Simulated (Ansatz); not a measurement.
The system is CdO2.

```
CELL_PARAMETERS angstrom
3.47623 0.00000 0.00000
-1.73811 3.01050 0.00000
0.00000 0.00000 4.14808
ATOMIC_POSITIONS crystal
Cd 0.00000 0.00000 0.00000
O 0.33333 0.66667 0.24422
O 0.66667 0.33333 0.75578
```

The cell comes from a database or a generator and needn't be the stable form of this composition.

```yaml
Program: Ansatz 0.2.0
Task: relaxation of cell and atoms
Functional: PBEsol
Dispersion: D3(BJ)
Potentials_or_basis: Ansatz PAW
Cutoff: "420 eV (not typed: the program's choice for these potentials)"
k_mesh: 9 × 9 × 7
Occupations: fermi-dirac, width 0.05 eV
Spin: no spin polarisation
```

At the start: volume 14.47 Å³/atom.

Question: How do energy, volume and symmetry change on relaxing?

Answer: It ends after 10 steps and the volume is 11.39 Å³/atom (-21.3 %); space group P-3m1 (No. 164, to 0.05 Å).

The path:
| step | energy change (eV) | largest force (eV/Å) | volume (Å³) |
| --- | --- | --- | --- |
| 1 | 0.0000 | 0.3156 | 43.41 |
| 2 | -0.2821 | 0.0900 | 38.67 |
| 3 | -0.4011 | 0.1638 | 35.58 |
| 4 | -0.4309 | 0.0754 | 33.72 |
| 5 | -0.4333 | 0.0520 | 34.42 |
| 6 | -0.4335 | 0.0274 | 34.45 |
| 7 | -0.4337 | 0.0005 | 34.41 |
| 8 | -0.4214 | 0.0002 | 34.41 |
| 9 | -0.4230 | 0.0003 | 34.18 |
| 10 | -0.4219 | 0.0003 | 34.18 |

Final structure:
```
Cd O
1.0
     3.33729    0.00000    0.00000
    -1.66865    2.89018    0.00000
     0.00000    0.00000    3.54398
Cd O
1 2
Cartesian
  0.0000 0.0000 0.0000
  0.0000 1.9268 1.0106
  1.6686 0.9634 2.5334
```

Caveat: the volume moved by over 15 % at a fixed basis, so the end points are rough; the plane-wave basis is chosen anew once the cell has moved, so the energies of steps on either side of that aren't comparable; the pressure holds a Pulay correction of +0.8 GPa for the finite cutoff; pairwise dispersion overbinds metals, which lowers pressure and volume; the PAW data sets come from PBE, with cores solved anew for the run's functional, which leaves a small shift of forces and pressure.
